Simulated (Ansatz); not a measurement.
Runs of Ansatz 0.2.0 on ZrSe2. Symmetry: P-3m1, No. 164, trigonal system. The conventional cell has a = 3.798 Å, b = 3.798 Å, c = 6.192 Å, α = 90.00°, β = 90.00°, γ = 120.00°. Zr (site symmetry -3m) is surrounded by 6 Se at 2.68 Å. Se (site symmetry 3m) has 3 Zr at 2.68 Å as nearest neighbours. 

```csv
task,level,U,points for each segment of the path,hubbard projectors,double counting,gap on the mesh (eV),pressure (GPa),V0 of scaled cells (Å³/atom),B0 (GPa),largest force (eV/Å)
band structure,LDA+U,Zr d U = 6.2 eV,14,ortho-atomic (the default),fll (the default),1.52,(c),-,-,0.32
band structure,PBEsol,-,14,-,-,0.36,-1.2,-,-,0.08
equation of state,RPBE,-,-,-,-,-,-,27.14,(b),-
equation of state,BLYP+D4,-,-,-,-,-,-,(a),77,-
```

Alike in all rows: potentials or basis Ansatz PAW; no spin polarisation; cell as given; k mesh 8 × 8 × 5; cutoff (eV) 420; smearing fermi-dirac 0.05 eV.

Problem. Fill in the values left out.

Solution. (a) 26.38; (b) 70; (c) 2.6.

Caveats: the PAW data sets come from PBE, with cores solved anew for the run's functional, which leaves a small shift of forces and pressure (some runs); this functional lacks dispersion, which binds the layers, so the pressure and a relaxed spacing across them are unreliable (some runs); the potentials were made for another functional, which shifts forces and pressure (some runs); the cell was scaled at fixed shape and fractional positions, which overstates the stiffness of a crystal with free parameters, most of all of layers and chains (some runs).

A k mesh can miss the band edges, and the runs leave out spin-orbit coupling on Se, Zr.

Runs at the PBE level aren't shown here.
